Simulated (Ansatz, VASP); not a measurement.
Ti: VASP beside Ansatz

The input INCAR:

```
SYSTEM = Ti
PREC = Accurate ; ENCUT = 520
EDIFF = 1E-7 ; ISMEAR = -1
SIGMA = 0.05 ; LREAL = .FALSE.
LASPH = .TRUE. ; NELM = 80
ALGO = Normal ; ISIF = 2
LWAVE = .FALSE. ; LCHARG = .FALSE.
GGA = PE ; NBANDS = 19
```

File KPOINTS:

```
regular mesh
0
G
  10 10 6
  0 0 0
```

POSCAR

```
Ti
1.0
    2.9500000000      0.0000000000      0.0000000000
   -1.4750000000      2.5547749412      0.0000000000
    0.0000000000      0.0000000000      4.6800000000
Ti
2
Direct
    0.6666666667      0.3333333333      0.7500000000
    0.3333333333      0.6666666667      0.2500000000
```

input.yaml

```yaml
crystal:
  lattice:
    - [2.95, 0.0, 0.0]
    - [-1.475, 2.5547749412, 0.0]
    - [0.0, 0.0, 4.68]
  atoms:
    - { symbol: Ti, position: [0.6666666667, 0.3333333333, 0.75] }
    - { symbol: Ti, position: [0.3333333333, 0.6666666667, 0.25] }
kpoints:
  mp_grid: { grid: [10, 10, 6] }
  band_path:
    path:
      - [0.0, 0.0, 0.0]
      - [0.5, 0.0, 0.0]
      - [0.3333333333, 0.3333333333, 0.0]
      - [0.0, 0.0, 0.0]
      - [0.0, 0.0, 0.5]
      - [0.5, 0.0, 0.5]
      - [0.3333333333, 0.3333333333, 0.5]
      - [0.0, 0.0, 0.5]
    npoints: 8
scf:
  occupations: { method: fermi_dirac, width: 0.05 }
hamiltonian:
  xc: pbe
  pseudopotentials: { kind: all_electron, lapw: { basis_error: 0.001 } }
output:
  forces: true
  stress: true
  eigenvalues: true
```

Alike in both runs: functional PBE; k mesh 10 × 10 × 6; occupations fermi-dirac, width 0.05 eV; no spin polarisation.

|  | VASP | Ansatz |
| --- | --- | --- |
| version | VASP 6.6.1 | Ansatz 0.2.0 |
| potentials or method | VASP PAW PBE potentials, release 64 (Ti_sv) | all-electron LAPW, scalar-relativistic |
| plane-wave cutoff (eV) | 520 | see its input |
| task | single point | band structure |

|  | VASP | Ansatz | Ansatz less VASP |
| --- | --- | --- | --- |
| gap on the k mesh at the Fermi level (eV) | none | none | - |
| pressure (GPa) | -1.7 | -1.5 | +0.25 |
| largest component of the traceless stress (GPa) | 0.27 | 0.26 | -0.006 |

A gap of «none» marks a metal or a gap that the smearing closes. Ansatz ran all-electron here, so the differences hold the error of VASP's frozen core and of both bases.
